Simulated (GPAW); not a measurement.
# Near-edge structure at the O K edge of ZnO (zincite, P6_3mc), part 2 of 4

Aim: the dependence of the O K near-edge features of ZnO (zincite, P6_3mc) on volume.

GPAW 26.7.0; X-ray absorption from dipole matrix elements to empty bands, plane-wave PAW revPBE.

So far. Step 2 (The field without a hole): The mesh shows a gap of 0.84 eV, so the hole is first treated in a charged cell, without the excited electron.

### 4. Spectrum with FCH, O atom 3

The holes are 5.6 Å apart. In GPAW the data set carries the hole's charge, so charge=0 means a charged cell and charge=-1 a neutral one. The excited electron is left out and a uniform background balances the charge. After the field has converged, empty bands are computed with the density fixed and the dipole matrix elements are summed.

The absorber has 4 Zn at 1.97 Å (tetrahedral, site symmetry 3m).

Input file xas.py:

```python
import numpy as np
from ase import Atoms
from ase.parallel import parprint, paropen
from gpaw import GPAW, PW, FermiDirac, Mixer, MixerDif, setup_paths
from gpaw.test import gen
setup_paths.insert(0, '.')
gen('O', name='fch1s', xcname='revPBE', corehole=(1, 0, 1), write_xml=True)
from gpaw.mpi import world
world.barrier()

atoms = Atoms('Zn6O6',
    cell=[[0, -5.62796655, 0],
     [4.873962, -2.81398327, 0],
     [-1.624654, 2.81398327, 5.205709]],
    scaled_positions=[[0.66666667, 0.33333333, 0],
     [0, 0.66666667, 0],
     [0.33333333, 0, 0],
     [0.83333333, 0.16666667, 0.5],
     [0.16666667, 0.5, 0.5],
     [0.5, 0.83333333, 0.5],
     [0.95967, 0.29300333, 0.87901],
     [0.29300333, 0.62633667, 0.87901],
     [0.62633667, 0.95967, 0.87901],
     [0.79300333, 0.45967, 0.37901],
     [0.12633667, 0.79300333, 0.37901],
     [0.45967, 0.12633667, 0.37901]],
    pbc=True)
atoms.calc = calc = GPAW(legacy_gpaw=True, mode=PW(500, force_complex_dtype=True), xc='revPBE', setups={6: 'fch1s'},
    kpts={'size': (4, 4, 4), 'gamma': True}, occupations=FermiDirac(0.02),
    charge=0, mixer=Mixer(0.1, 5, 50), maxiter=150,
    convergence={'density': 0.0001, 'eigenstates': 1e-6}, txt='scf.txt')
energy = atoms.get_potential_energy() + calc.get_reference_energy()
ef = calc.get_fermi_level()
out = dict(energy=energy, fermi=ef, forces=atoms.get_forces().tolist())
parprint(f'all-electron energy {energy:.4f} eV, Fermi level {ef:.4f} eV')
ev = np.array([[calc.get_eigenvalues(k, s) for k in range(len(calc.get_ibz_k_points()))] for s in range(calc.get_number_of_spins())])
out['homo'], out['lumo'], out['counts'] = ev[ev < ef].max(), ev[ev > ef].min(), sorted(set((ev < ef).sum((0, 2)).tolist()))
out['filled'] = (ev[:, 0] < ef).sum(1).tolist()

from ase.units import Ha
from gpaw.xas import dipole_matrix_elements
nb = int(calc.get_number_of_electrons() / 2) + 88
top, nb = nb, nb + 8 + nb // 12
nscf = calc.fixed_density(kpts={'size': (5, 5, 5), 'gamma': True}, nbands=nb,
    convergence={'bands': top, 'eigenstates': 5e-3}, maxiter=60, txt='nscf.txt')
cell = atoms.cell.array
ops = [cell.T @ U.T @ np.linalg.inv(cell.T) for U in nscf.wfs.kd.symmetry.op_scc]
filled = [54]  # bands filled in the ground state, by spin
E = np.arange(-6, 34, 0.1)
fwhm = np.interp(E, [4, 25], [0.9, 3.5])
Y, X, zero, highest = 0, 0, 1e9, 1e9
for spin in range(nscf.get_number_of_spins()):
    wfs = nscf.wfs
    mine = wfs.bd.get_slice()  # this rank's bands
    A = dipole_matrix_elements(wfs.setups[6])
    eps = np.zeros((wfs.kd.nibzkpts, nb))
    d = np.zeros((3, A.shape[1], wfs.kd.nibzkpts, nb), complex)
    for kpt in wfs.kpt_u:
        if kpt.s == spin and 6 in kpt.P_ani:
            eps[kpt.k, mine] = kpt.eps_n * Ha
            d[:, :, kpt.k, mine] = (kpt.weight * wfs.nspins / 2) ** 0.5 * np.inner(A, kpt.P_ani[6])
    world.sum(eps)
    world.sum(d)
    T = np.einsum('amkn,bmkn->abkn', d, d.conj()).real
    T = sum(np.einsum('ai,ijkn,bj->abkn', R, T, R) for R in ops) / len(ops)
    empty = np.ones_like(eps, bool) & (np.arange(nb) >= filled[spin])
    zero, highest = min(zero, eps[empty].min()), min(highest, eps[:, top - 1].min())
    lines = [(eps, T, empty)] if spin == 0 else lines + [(eps, T, empty)]
for eps, T, empty in lines:
    f = np.einsum('aakn->akn', T).reshape(3, -1)
    x = eps.ravel() - zero
    w = np.interp(x, E, fwhm) / 2.35482
    g = np.exp(-0.5 * ((E[:, None] - x) / w) ** 2) / (w * (2 * np.pi) ** 0.5)
    Y = Y + (f * empty.ravel()) @ g.T
    X = X + (f * ~empty.ravel()) @ g.T
out.update(E=E.round(2).tolist(), xas=Y.tolist(), xes=X.tolist(), zero=zero, valid=highest - zero, nk=len(eps), nb=nb)
for i in range(0, len(E), 10):
    parprint(f'{E[i]:7.2f}', *(f'{v:10.3e}' for v in Y[:, i]))
import json
with paropen('out.json', 'w') as f:
    json.dump(out, f)
```

Started as:

```bash
$ OMP_NUM_THREADS=1 mpirun -n 4 gpaw python xas.py
```

Numbers of over 12 decimals in the logs are rounded to 6 here.

What it wrote:

```text
Input parameters:
  convergence: {density: 0.0001,
                eigenstates: 1e-06}
  kpts: {gamma: True,
         size: (4, 4, 4)}
  maxiter: 150
  mixer: {backend: pulay,
          beta: 0.1,
          method: separate,
          nmaxold: 5,
          weight: 50}
  mode: {ecut: 500.0,
         force_complex_dtype: True,
         name: pw}
  occupations: {fixmagmom: False,
                name: fermi-dirac,
                width: 0.02}
  setups: {6: fch1s}
  xc: revPBE

Initialize ...

[... PAW data sets ...]

Reference energy: -304892.614758  # eV

Spin-paired calculation

[... convergence settings ...]
Symmetries present (total): 1
  [... symmetry matrices ...]

64 k-points: 4 x 4 x 4 Monkhorst-Pack grid + [1/8,1/8,1/8]
36 k-points in the irreducible part of the Brillouin zone
       k-points in crystal coordinates                weights
   0:     0.00000000    0.00000000    0.00000000          1/64
   1:     0.00000000    0.00000000    0.25000000          2/64
   2:     0.00000000    0.00000000    0.50000000          1/64
   3:     0.00000000    0.25000000   -0.25000000          2/64
   4:     0.00000000    0.25000000    0.00000000          2/64
   5:     0.00000000    0.25000000    0.25000000          2/64
   6:     0.00000000    0.25000000    0.50000000          2/64
   7:     0.00000000    0.50000000    0.00000000          1/64
   8:     0.00000000    0.50000000    0.25000000          2/64
   9:     0.00000000    0.50000000    0.50000000          1/64
          ...
  35:     0.50000000    0.50000000    0.50000000          1/64

Wave functions: Plane wave expansion
  Cutoff energy: 500.000 eV
  Number of coefficients (min, max): 3619, 3649
  Pulay-stress correction: 0.000000 eV/Ang^3 (de/decut=0.000000)
  Using FFTW library
  Wavefunction extrapolation:
    Improved wavefunction reuse through dual PAW basis

Occupation numbers: Fermi-Dirac:
  width: 0.0200  # eV

Eigensolver
   Davidson(niter=2)

Densities:
  Coarse grid: 30*30*32 grid
  Fine grid: 60*60*64 grid
  Total Charge: 1.000000

Density mixing:
  Method: separate
  Backend: pulay
  Linear mixing parameter: 0.1
  old densities: 5
  Width of damping distribution: 1.1
  Damping of long wavelength oscillations: 50

[... Hamiltonian set-up ...]
Number of atoms: 12
Number of atomic orbitals: 78
Number of bands in calculation: 69
Number of valence electrons: 108
Bands to converge: occupied

... initialized

Initializing position-dependent things.

Density initialized from atomic densities
Creating initial wave functions:
  69 bands from LCAO basis set

              O

        O     ZnO

        Zn      Zn

         ZnO     Zn

           Zn

Atomic positions and initial magnetic moments

Positions:
   0 Zn     1.624654   -4.689972    0.000000    ( 0.0000,  0.0000,  0.0000)
   1 Zn     3.249308   -1.875989    0.000000    ( 0.0000,  0.0000,  0.0000)
   2 Zn     0.000000   -1.875989    0.000000    ( 0.0000,  0.0000,  0.0000)
   3 Zn     0.000000   -3.751978    2.602854    ( 0.0000,  0.0000,  0.0000)
   4 Zn     1.624654   -0.937994    2.602854    ( 0.0000,  0.0000,  0.0000)
   5 Zn     3.249308   -3.751978    2.602854    ( 0.0000,  0.0000,  0.0000)
   6 O     -0.000000   -3.751978    4.575870    ( 0.0000,  0.0000,  0.0000)
   7 O      1.624654   -0.937994    4.575870    ( 0.0000,  0.0000,  0.0000)
   8 O      3.249308   -3.751978    4.575870    ( 0.0000,  0.0000,  0.0000)
   9 O      1.624654   -4.689972    1.973016    ( 0.0000,  0.0000,  0.0000)
  10 O      3.249308   -1.875989    1.973016    ( 0.0000,  0.0000,  0.0000)
  11 O      0.000000   -1.875989    1.973016    ( 0.0000,  0.0000,  0.0000)

Unit cell:
           periodic     x           y           z      points  spacing
  1. axis:    yes    0.000000   -5.627967    0.000000    30     0.1551
  2. axis:    yes    4.873962   -2.813983    0.000000    30     0.1551
  3. axis:    yes   -1.624654    2.813983    5.205709    32     0.1627

  Lengths:   5.627967   5.627967   6.136563
  Angles:  117.294235 117.294235  60.000000

Effective grid spacing dv^(1/3) = 0.1705

iter:   1   -83.609918
iter:   2   -77.761099   -0.62  -1.01
iter:   3   -70.755785   -0.25  -1.12
iter:   4   -70.748599   -1.39  -1.45
iter:   5   -70.958719   -1.70  -1.56
iter:   6   -70.664818   -2.21  -2.09
iter:   7   -70.662546   -1.83  -2.11
iter:   8   -70.654334c  -3.10  -2.67
iter:   9   -70.649556c  -3.80  -2.76
iter:  10   -70.649422c  -4.22  -2.87
iter:  11   -70.649269c  -4.78  -3.10
iter:  12   -70.649260c  -5.03  -3.28
iter:  13   -70.649366c  -4.68  -3.37
iter:  14   -70.649361c  -5.86  -3.99
iter:  15   -70.649364c  -6.85c -3.97
iter:  16   -70.649374c  -6.56c -4.03c

Converged after 16 iterations.

Dipole moment: (2.551891, -5.220906, 4.229846) |e|*Ang

Energy contributions relative to reference atoms: (reference = -304892.614758)

Kinetic:       +107.751680
Potential:     -108.934222
External:        +0.000000
XC:             -69.631439
Entropy (-ST):   -0.000000
Local:           +0.164607
SIC:             +0.000000
--------------------------
Free energy:    -70.649374
Extrapolated:   -70.649374

Showing only first 2 kpts
 Kpt  Band  Eigenvalues  Occupancy
  0    52      4.07250    2.00000
  0    53      4.07333    2.00000
  0    54      4.73271    0.00000
  0    55      9.31895    0.00000

  1    52      4.01577    2.00000
  1    53      4.02806    2.00000
  1    54      5.79452    0.00000
[...]
Fermi level: 4.41111

Gap: 0.659 eV
Transition (v -> c):
  (s=0, k=0, n=53, [0.00, 0.00, 0.00]) -> (s=0, k=0, n=54, [0.00, 0.00, 0.00])
No difference between direct/indirect transitions

Forces in eV/Ang:
  0 Zn   -0.00917    1.88077    0.72785
  1 Zn    1.63173   -0.92884    0.72896
  2 Zn   -1.62185   -0.94775    0.72834
  3 Zn   -0.00181    0.00196   -2.28840
  4 Zn   -0.00094    0.00043   -0.10711
  5 Zn   -0.00133    0.00057   -0.31487
  6 O    -0.00052   -0.00566    0.09315
  7 O    -0.00021   -0.00195    0.16915
  8 O    -0.00032   -0.00168    0.10886
  9 O    -0.24124   -0.07735    0.04898
 10 O     0.05700    0.24884    0.04855
 11 O     0.19059   -0.17322    0.04855
Scalar-relativistic atomic revPBE calculation for O (Oxygen, Z=8)
Core hole in 1s state (1s occupation: 1.0)
300 radial gridpoints.
|------------------------------------------------|
|------------------------------------------------|
[... the atom generator's iteration count ...]

Energy contributions:
-------------------------
Kinetic:      +54.530280
XC:            -6.272594
Potential:   -102.916977
-------------------------
Total:        -54.659291

state      eigenvalue         ekin         rmax
-----------------------------------------------
1s^1.0 :   -21.906249    31.054629        0.126
2s^2.0 :    -1.610682     4.119458        0.796
2p^4.0 :    -1.060364     3.809184        0.687
-----------------------------------------------
(units: Bohr and Hartree)

Generating PAW setup
Kinetic energy of the core from tauc = 31.080249
Cutoffs:
rc(s)=1.300
rc(p)=1.130
rc(d)=1.170
rc(vbar)=1.300
rc(comp)=1.260
rc(nct)=1.300

Kinetic energy of the core states: 31.054629
Charge: 1.0
Core electrons: 1.0
Valence electrons: 6.0
Pseudo-core charge: 0.000186
Shape function alpha=6.299
Pseudo-electron charge 5.291977
state    eigenvalue         norm
--------------------------------
2s(2) :    -1.610682     1.066260
*s    :    -0.610682
2p(4) :    -1.060364     0.789818
*p    :    -0.060364
*d    :     0.000000
--------------------------------

Diagonalizing with gridspacing h=0.050

state   all-electron     PAW
-------------------------------
2s:      -1.610682    -1.612130
2p:      -1.060364    -1.066633
*d:                   -0.064109
*f:                   -0.013753
-------------------------------
all-electron energy -304963.2641 eV, Fermi level 4.4111 eV
[...]
31.00  3.922e-05  3.922e-05  4.309e-05
  32.00  3.690e-05  3.690e-05  3.433e-05
  33.00  3.550e-05  3.550e-05  3.159e-05
```

The job ended after 2.2 min (4 MPI ranks of AMD EPYC 9R14 (Zen 4), shared host; peak memory 0.58 GiB).

The O K spectrum, O atom 3, full core hole (charged cell) (energy from the lowest empty level; intensity scaled to a mean of 1 over the first 20 eV; polarised curves are means over the symmetry-equivalent atoms):

```csv
E (eV),isotropic,ε ⊥ c,ε ∥ c
-2.0,0.00,0.00,0.00
-1.5,0.00,0.00,0.00
-1.0,0.00,0.00,0.00
-0.5,0.00,0.00,0.00
0.0,0.00,0.00,0.00
0.5,0.03,0.03,0.03
1.0,0.08,0.08,0.07
1.5,0.15,0.15,0.15
2.0,0.28,0.29,0.25
2.5,0.36,0.37,0.34
3.0,0.60,0.60,0.61
3.5,0.90,0.92,0.84
4.0,1.43,1.41,1.46
4.5,1.82,1.75,1.95
5.0,2.05,1.94,2.29
5.5,2.07,2.08,2.07
6.0,2.28,2.49,1.88
6.5,2.81,3.11,2.19
7.0,3.09,3.36,2.55
7.5,2.73,2.85,2.48
8.0,1.92,1.94,1.89
8.5,1.20,1.12,1.35
9.0,0.89,0.69,1.29
9.5,0.95,0.63,1.58
10.0,1.05,0.71,1.73
10.5,1.00,0.77,1.46
11.0,0.92,0.86,1.05
11.5,0.92,1.00,0.75
12.0,0.98,1.17,0.61
12.5,1.02,1.27,0.53
13.0,0.98,1.23,0.50
13.5,0.87,1.06,0.49
14.0,0.73,0.84,0.51
14.5,0.60,0.63,0.54
15.0,0.52,0.49,0.58
15.5,0.47,0.39,0.62
16.0,0.44,0.33,0.65
16.5,0.42,0.30,0.66
17.0,0.42,0.30,0.65
17.5,0.42,0.32,0.64
18.0,0.45,0.36,0.62
18.5,0.49,0.43,0.63
19.0,0.55,0.50,0.67
19.5,0.63,0.57,0.74
20.0,0.70,0.64,0.83
20.5,0.78,0.71,0.91
21.0,0.85,0.79,0.98
21.5,0.92,0.88,1.00
22.0,0.98,0.98,0.98
22.5,1.03,1.08,0.93
23.0,1.07,1.18,0.86
23.5,1.12,1.29,0.79
24.0,1.18,1.40,0.76
24.5,1.26,1.50,0.77
25.0,1.33,1.57,0.85
25.5,1.39,1.60,0.97
26.0,1.43,1.58,1.13
26.5,1.43,1.50,1.31
27.0,1.41,1.38,1.46
27.5,1.34,1.24,1.56
28.0,1.26,1.09,1.59
28.5,1.15,0.97,1.53
29.0,1.05,0.87,1.40
29.5,0.95,0.81,1.23
30.0,0.87,0.77,1.06
30.5,0.80,0.74,0.91
31.0,0.74,0.72,0.79
31.5,0.69,0.69,0.69
32.0,0.66,0.67,0.63
```

Main maxima below 24 eV (height): 7.0 eV (3.09), 10.1 eV (1.05) and 12.5 eV (1.02). A K edge sees empty p states on the absorber.

The hole costs E(hole) − E(ground) = 533.10 eV, and the lowest empty level of the hole cell on the spectrum's mesh lies at 4.73 eV, which puts the zero at 537.83 eV. One term is added: -8.91 eV, since the hole is spin-paired here and a spin-polarised one costs that much less in the free atom (computed apart). The photon energy is then 528.92 eV. The functional and the charged cell's background leave an error of a few eV in such absolute values.

### 5. Reference energy of the supercell

The cell changes for the next run, so it gets a reference energy of its own.

The cell differs from the one that the last finished run ended in (a 5.628 → 5.513 Å, b 5.628 → 5.513 Å, c 6.137 → 6.011 Å).

Input file scf.py:

```python
import numpy as np
from ase import Atoms
from ase.parallel import parprint, paropen
from gpaw import GPAW, PW, FermiDirac, Mixer, MixerDif, setup_paths
from gpaw.test import gen
setup_paths.insert(0, '.')
gen('O', name='nch1s', xcname='revPBE', corehole=(1, 0, 0), write_xml=True)
from gpaw.mpi import world
world.barrier()

atoms = Atoms('Zn6O6',
    cell=[[0, -5.51307785, 0],
     [4.77446547, -2.75653892, 0],
     [-1.59148849, 2.75653892, 5.09944022]],
    scaled_positions=[[0.66666667, 0.33333333, 0],
     [0, 0.66666667, 0],
     [0.33333333, 0, 0],
     [0.83333333, 0.16666667, 0.5],
     [0.16666667, 0.5, 0.5],
     [0.5, 0.83333333, 0.5],
     [0.95967, 0.29300333, 0.87901],
     [0.29300333, 0.62633667, 0.87901],
     [0.62633667, 0.95967, 0.87901],
     [0.79300333, 0.45967, 0.37901],
     [0.12633667, 0.79300333, 0.37901],
     [0.45967, 0.12633667, 0.37901]],
    pbc=True)
atoms.calc = calc = GPAW(legacy_gpaw=True, mode=PW(500, force_complex_dtype=True), xc='revPBE', setups={6: 'nch1s'},
    kpts={'size': (4, 4, 4), 'gamma': True}, occupations=FermiDirac(0.02),
    charge=0, mixer=Mixer(0.1, 5, 50), maxiter=150,
    convergence={'density': 0.0001, 'eigenstates': 1e-6}, txt='scf.txt')
energy = atoms.get_potential_energy() + calc.get_reference_energy()
ef = calc.get_fermi_level()
out = dict(energy=energy, fermi=ef, forces=atoms.get_forces().tolist())
parprint(f'all-electron energy {energy:.4f} eV, Fermi level {ef:.4f} eV')
ev = np.array([[calc.get_eigenvalues(k, s) for k in range(len(calc.get_ibz_k_points()))] for s in range(calc.get_number_of_spins())])
out['homo'], out['lumo'], out['counts'] = ev[ev < ef].max(), ev[ev > ef].min(), sorted(set((ev < ef).sum((0, 2)).tolist()))
out['filled'] = (ev[:, 0] < ef).sum(1).tolist()
import json
with paropen('out.json', 'w') as f:
    json.dump(out, f)
```

Started as:

```bash
$ OMP_NUM_THREADS=1 mpirun -n 4 gpaw python scf.py
```

What it wrote:

```text
Input parameters:
  convergence: {density: 0.0001,
                eigenstates: 1e-06}
  kpts: {gamma: True,
         size: (4, 4, 4)}
  maxiter: 150
  mixer: {backend: pulay,
          beta: 0.1,
          method: separate,
          nmaxold: 5,
          weight: 50}
  mode: {ecut: 500.0,
         force_complex_dtype: True,
         name: pw}
  occupations: {fixmagmom: False,
                name: fermi-dirac,
[...]
2s(2) :    -0.881898     1.082464
*s    :     0.118102
2p(4) :    -0.329595     0.879738
*p    :     0.670405
*d    :     0.000000
--------------------------------

Diagonalizing with gridspacing h=0.050

state   all-electron     PAW
-------------------------------
2s:      -0.881898    -0.883008
2p:      -0.329595    -0.333354
*d:                    0.048653
*f:                    0.076486
-------------------------------
all-electron energy -305495.6093 eV, Fermi level 5.2429 eV
[key lines of the parts left out:]
Converged after 18 iterations.
Dipole moment: (2.737035, -4.740678, 4.225931) |e|*Ang
Free energy:    -47.892647
Fermi level: 5.24287
```

The job ended after 40 s (4 MPI ranks; peak memory 0.31 GiB).

Reference energy: -305495.609 eV with the cores included.

### 6. Spectrum with FCH, O atom 3

Shorter bonds are expected to push antibonding states and scattering resonances up, and longer ones down; the cell is scaled to test that.

Changed against the first core-hole run: volume scale from 1 to 0.94.

xas.py, as its differences from that of step 4:

```diff
@@ -11,5 +11,5 @@
 atoms = Atoms('Zn6O6',
-    cell=[[0, -5.62796655, 0],
-     [4.873962, -2.81398327, 0],
-     [-1.624654, 2.81398327, 5.205709]],
+    cell=[[0, -5.51307785, 0],
+     [4.77446547, -2.75653892, 0],
+     [-1.59148849, 2.75653892, 5.09944022]],
     scaled_positions=[[0.66666667, 0.33333333, 0],
@@ -41,3 +41,3 @@
 from gpaw.xas import dipole_matrix_elements
-nb = int(calc.get_number_of_electrons() / 2) + 88
+nb = int(calc.get_number_of_electrons() / 2) + 83
 top, nb = nb, nb + 8 + nb // 12
```

Started as:

```bash
$ OMP_NUM_THREADS=1 mpirun -n 4 gpaw python xas.py
```

What it wrote:

```text
Input parameters:
  convergence: {density: 0.0001,
                eigenstates: 1e-06}
  kpts: {gamma: True,
         size: (4, 4, 4)}
  maxiter: 150
  mixer: {backend: pulay,
          beta: 0.1,
          method: separate,
          nmaxold: 5,
          weight: 50}
  mode: {ecut: 500.0,
         force_complex_dtype: True,
         name: pw}
  occupations: {fixmagmom: False,
                name: fermi-dirac,
[...]
*p    :    -0.060364
*d    :     0.000000
--------------------------------

Diagonalizing with gridspacing h=0.050

state   all-electron     PAW
-------------------------------
2s:      -1.610682    -1.612130
2p:      -1.060364    -1.066633
*d:                   -0.064109
*f:                   -0.013753
-------------------------------
all-electron energy -304963.0261 eV, Fermi level 5.1913 eV
[...]
32.00  3.977e-05  3.977e-05  4.223e-05
  33.00  3.738e-05  3.738e-05  3.407e-05
[key lines of the parts left out:]
Converged after 16 iterations.
Dipole moment: (2.300804, -4.777219, 4.440926) |e|*Ang
Free energy:    -70.411298
Fermi level: 5.19134
```

Run time: 1.9 min. Hardware: 4 MPI ranks; peak memory 0.56 GiB; 7.7 min of CPU time.

```csv
E (eV),first run,this run
-2.0,0.00,0.00
-1.0,0.00,0.00
0.0,0.00,0.00
1.0,0.08,0.07
2.0,0.28,0.27
3.0,0.60,0.55
4.0,1.43,1.31
5.0,2.05,1.94
6.0,2.28,2.18
7.0,3.09,2.93
8.0,1.92,2.35
9.0,0.89,1.03
10.0,1.05,1.01
11.0,0.92,0.95
12.0,0.98,0.91
13.0,0.98,0.97
14.0,0.73,0.81
15.0,0.52,0.58
16.0,0.44,0.47
17.0,0.42,0.42
18.0,0.45,0.41
19.0,0.55,0.48
20.0,0.70,0.60
21.0,0.85,0.75
22.0,0.98,0.89
23.0,1.07,1.01
24.0,1.18,1.09
25.0,1.33,1.21
26.0,1.43,1.35
27.0,1.41,1.41
28.0,1.26,1.37
29.0,1.05,1.22
30.0,0.87,1.01
31.0,0.74,0.85
32.0,0.66,0.73
```

Against the first run the r.m.s. difference is 10 %. The highest intensity below 16 eV goes from 7.0 eV (3.09) to 7.2 eV (2.99).

The photon energy of the zero moves by +0.29 eV.

(Part 2 of 4 ends here.)

[Banner, clock and machine lines of the logs are left out without a mark of their own.]

[Logs are printed without paths, hosts, clocks, repeated set-up lines and the standing remarks that a program may print on its own settings, such as how far it seeks lower states.]

[Hosts, paths, dates, database ids (printed as entryN), source tags and the programs' standing remarks are cut or masked in the printed files.]

[Lists of maxima count a maximum above −3 eV only where it reaches 4 % of the highest in the window and stands out from its surroundings by 2 % of it (1.5 % where it reaches 55 %); shoulders and weaker maxima are passed over, and of the rest the first, up to two pre-edge ones and the few strongest are named.]
